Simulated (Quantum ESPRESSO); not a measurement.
The system is As.

```
CELL_PARAMETERS angstrom
2.70368 0.00000 0.00000
0.00000 2.70368 0.00000
0.00000 0.00000 2.70368
ATOMIC_POSITIONS crystal
As 0.50000 0.50000 0.50000
```

This isn't the form of As at room conditions, which is rhombohedral.

Base run:

| Property | Result |
| --- | --- |
| Program | Quantum ESPRESSO 7.5 |
| Functional | PBEsol |
| Potentials or basis | PseudoDojo 0.4 SR PBEsol stringent |
| Cutoff | 1415 eV |
| Density cutoff | 5660 eV |
| k mesh | 10 × 10 × 10 |
| Occupations | fermi-dirac, width 0.05 eV |
| Spin | no spin polarisation |

Its results: band gap on the k mesh none (metal or under the smearing width); pressure -1.6 GPa.

**Question.** The run is repeated on the same cell with these changes: potentials or basis from PseudoDojo 0.4 SR PBEsol stringent to GBRV 1.5 PBEsol; cutoff from 1415 eV to 612 eV; density cutoff from 5660 eV to 4898 eV; valence electrons from 23 to 5. What comes out?

**Answer.** Band gap on the k mesh none (metal or under the smearing width); pressure -1.1 GPa.

Caveats: some levels on the path didn't converge (some runs).
